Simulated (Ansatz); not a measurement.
## Si, space group I4_1/amd: cell relaxations under several functionals, step by step

With Ansatz 0.2.0 through its Python package.

The cells in order, each with its output:

```python
import ansatz
import numpy as np

KMESH = (12, 12, 12)
FILLING = "fermi_dirac"
WIDTH_EV = 0.1
FORCE_TOL = 0.01
```

```python
def edges_and_angles(cell):
    cell = np.asarray(cell)
    a, b, c = np.linalg.norm(cell, axis=1)
    cosines = cell[1] @ cell[2] / (b * c), cell[0] @ cell[2] / (a * c), cell[0] @ cell[1] / (a * b)
    return (a, b, c, *np.degrees(np.arccos(cosines)))

structure = (
    ansatz.Lattice.of((-2.37137, 2.37137, 1.32927), (2.37137, -2.37137, 1.32927), (2.37137, 2.37137, -1.32927))
    .atom("Si", (0.25, 0.75, 0.5))
    .atom("Si", (0.5, 0.5, 0.0))
)
```

```python
len(structure.resolved().sites)
```

    2

```python
calculation = structure.calculation()
calculation = calculation.kpoints(mesh=KMESH)
calculation = calculation.occupations(FILLING, width=WIDTH_EV)
calculation = calculation.relax(cell=True, force_tolerance=FORCE_TOL, max_steps=60)
```

```python
levels = [("r2scan", "d4"), ("rpbe", "none"), ("lda", "none"), ("revpbe", "d3bj")]
print("level            a       b       c    alpha   beta  gamma  V/atom  steps")
for name, dispersion in levels:
    seen = []
    run = calculation.functional(name, dispersion=dispersion).session().plan()
    res = run.execute(on_event=lambda e: seen.append(e) if e["event"] == "relax_step" else None)
    cell = res.lattice.cell_ang
    label = name if dispersion == "none" else f"{name}+{dispersion}"
    print("{:13s} {:7.4f} {:7.4f} {:7.4f} {:6.2f} {:6.2f} {:6.2f}".format(label, *edges_and_angles(cell)), f"{abs(np.linalg.det(cell)) / len(res.lattice.sites):7.3f} {len(seen):5d}")
```

    level            a       b       c    alpha   beta  gamma  V/atom  steps
    DeckWarning: basis.ecutwfc = 500 eV, auto-derived from the records' recommended cutoffs: set by Si (their level for a meta-GGA)
    r2scan+d4      3.6360  3.6360  3.6360  97.43  97.43 137.86  15.048     7
    DeckWarning: basis.ecutwfc = 420 eV, auto-derived from the records' recommended cutoffs: set by Si (normal level)
    rpbe           3.6761  3.6761  3.6761  97.43  97.43 137.86  15.551     6
    lda            3.6187  3.6187  3.6187  97.40  97.40 137.95  14.815     7
    revpbe+d3bj    3.5853  3.5853  3.5853  97.36  97.36 138.06  14.381     6

From smallest to largest: revPBE+D3BJ (14.38 Å³ an atom, -3.8 % against the start), LDA (14.81 Å³ an atom, -0.9 % against the start), r2SCAN+D4 (15.05 Å³ an atom, +0.7 % against the start) and RPBE (15.55 Å³ an atom, +4.0 % against the start). The spread is 8.1 % in volume.

Notes:
- Forces vanish by symmetry, so the ions can't move, and the end may be a saddle.
- Dispersion corrections can be off by several per cent in the lattices of metals, and by several GPa in the pressure at a fixed cell.
- Edges and angles are those of the cell as typed, here a primitive one, not of the conventional cell.
- This isn't the structure that Si takes at ambient conditions.
- Warnings are shown shortened and without file and line.
- It ran for 2.2 min on 1 thread of Arm Neoverse N1, with other jobs on the host, peak memory 0.5 GiB.
